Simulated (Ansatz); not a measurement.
# SiO2: the cost of one run

Program: Ansatz 0.2.0. Level of theory: DFT RPBE, scalar-relativistic, plane waves, PAW. These are calculated values, not measurements.

**1. The structure to begin with**

It takes space group P4_12_12 (No. 92, tetragonal). The conventional cell has a = 4.982 Å, b = 4.982 Å, c = 6.963 Å, α = 90.00°, β = 90.00°, γ = 90.00°. Si (site symmetry 2) is surrounded by 4 O at 1.60 to 1.61 Å. O (site symmetry 1) has 2 Si at 1.60 to 1.61 Å as nearest neighbours.

Structure file:

```cif
data_structure
_symmetry_space_group_name_H-M 'P4_12_12'
_symmetry_Int_Tables_number 92
_cell_length_a 4.9820
_cell_length_b 4.9820
_cell_length_c 6.9630
_cell_angle_alpha 90.000
_cell_angle_beta 90.000
_cell_angle_gamma 90.000
_cell_volume 172.82
loop_
_atom_site_label
_atom_site_type_symbol
_atom_site_symmetry_multiplicity
_atom_site_Wyckoff_symbol
_atom_site_fract_x
_atom_site_fract_y
_atom_site_fract_z
_atom_site_occupancy
Si1 Si 4 a 0.29897 0.29897 0.00000 1
O1 O 8 b 0.23989 0.10347 0.17813 1
```

The structure rests on an entry of the Crystallography Open Database; cell or positions may have been set otherwise for this series.

**2. Relaxing cell and atoms: SiO2, no spin**

Contents of input.yaml:

```yaml
crystal:
  lattice:
    - [4.982, 0.0, 0.0]
    - [0.0, 4.982, 0.0]
    - [0.0, 0.0, 6.963]
  atoms:
    - { symbol: Si, position: [0.29897, 0.29897, 0.0] }
    - { symbol: Si, position: [0.20103, 0.79897, 0.25] }
    - { symbol: Si, position: [0.70103, 0.70103, 0.5] }
    - { symbol: Si, position: [0.79897, 0.20103, 0.75] }
    - { symbol: O, position: [0.23989, 0.10347, 0.17813] }
    - { symbol: O, position: [0.39653, 0.73989, 0.42813] }
    - { symbol: O, position: [0.76011, 0.89653, 0.67813] }
    - { symbol: O, position: [0.60347, 0.26011, 0.92813] }
    - { symbol: O, position: [0.73989, 0.39653, 0.57187] }
    - { symbol: O, position: [0.89653, 0.76011, 0.32187] }
    - { symbol: O, position: [0.26011, 0.60347, 0.07187] }
    - { symbol: O, position: [0.10347, 0.23989, 0.82187] }
scf:
  occupations: { method: fixed }
output:
  forces: true
  stress: true
hamiltonian:
  xc: rpbe
kpoints:
  mp_grid: { grid: [4, 4, 3] }
relax:
  f_tol: 0.002
  cell: { stress_tol: 0.02 }
```

On the command line:

```sh
$ ansatz run input.yaml --threads 4 --pin off --max-ram 14336MiB --backend cpu --events-out ev --progress --plain --runs-dir out
```

**Question.** How long does this run take on 4 threads of Intel Xeon Platinum 8488C (Sapphire Rapids), shared host, and how much memory does it need?

About 18 s, with a peak of 0.51 GiB.
